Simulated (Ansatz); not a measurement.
# Equation of state of InSe

```
In Se
1.0
     5.86790   -2.05500    0.00000
     5.86790    2.05500    0.00000
    -1.59942    0.00000    4.32366
In Se
2 2
Direct
  0.88400 0.88400 0.00500
  0.11600 0.11600 0.99500
  0.66000 0.66000 0.64200
  0.34000 0.34000 0.35800
```

The conventional cell has a = 11.736 Å, b = 4.110 Å, c = 4.610 Å, α = 90.00°, β = 110.30°, γ = 90.00°. In (atom 1) is surrounded by 3 Se at 2.58 to 2.78 Å and 1 In at 2.74 Å. Se (atom 3) has 3 In at 2.58 to 2.78 Å as nearest neighbours.

The cell comes from COD entry 1540841, which wasn't checked; take it as a given geometry.

No spin–orbit coupling, which matters for the heavy atoms here.

Levels of theory: DFT, PBE, all-electron LAPW, scalar-relativistic (Ansatz 0.2.0); DFT, PBE, PAW with Ansatz's default frozen-core files, scalar-relativistic (Ansatz 0.2.0).

For LAPW: a Γ-centred 7×7×6 k mesh, Fermi–Dirac smearing of 0.02 eV, basis error target 0.5 meV/atom, no spin polarisation. PAW takes a cutoff of 420 eV at this cell. The Ansatz runs share mesh, smearing and spin set-up. Plane-wave (PAW) pressures include the program's estimate of the Pulay term.

The cell above is scaled evenly, with fractional coordinates and shape held.

```
V/V(cell)  V (Å³/atom)  P, LAPW (GPa)  P, PAW (GPa)  gap on the k mesh, LAPW (eV)  free energy over the lowest listed, PAW (meV/atom)
   0.9400       24.504           7.51          7.51                          1.09                                                61.5
   0.9600       25.026           5.82          5.81                          1.05                                                39.8
   0.9800       25.547           4.30          4.29                          1.00                                                23.5
   0.9900       25.808           3.60          3.59                          0.97                                                17.1
   1.0000       26.068           2.94          2.93                          0.95                                                11.7
   1.0100       26.329           2.31          2.31                          0.93                                                 7.5
   1.0200       26.590           1.72          1.72                          0.90                                                 4.2
   1.0400       27.111              ?             ?                             ?                                                   ?
   1.0600       27.633          -0.34         -0.34                          0.82                                                 0.0
```

Q: Fill in the row V/V(cell) = 1.0400.

A: P, LAPW (GPa) = 0.63, P, PAW (GPa) = 0.63, gap on the k mesh, LAPW (eV) = 0.86, free energy over the lowest listed, PAW (meV/atom) = 0.4.

Q: What do Birch–Murnaghan fits to the pressures give?

A: LAPW: V0 = 27.44 Å³/atom, B0 = 51 GPa, B0′ = 4.8; PAW: V0 = 27.44 Å³/atom, B0 = 51 GPa, B0′ = 4.8.

PAW's V0 lies -0.01 % from the all-electron value and its B0 0.0 %. With shape and internal coordinates held, B0 is an upper bound to the relaxed modulus.
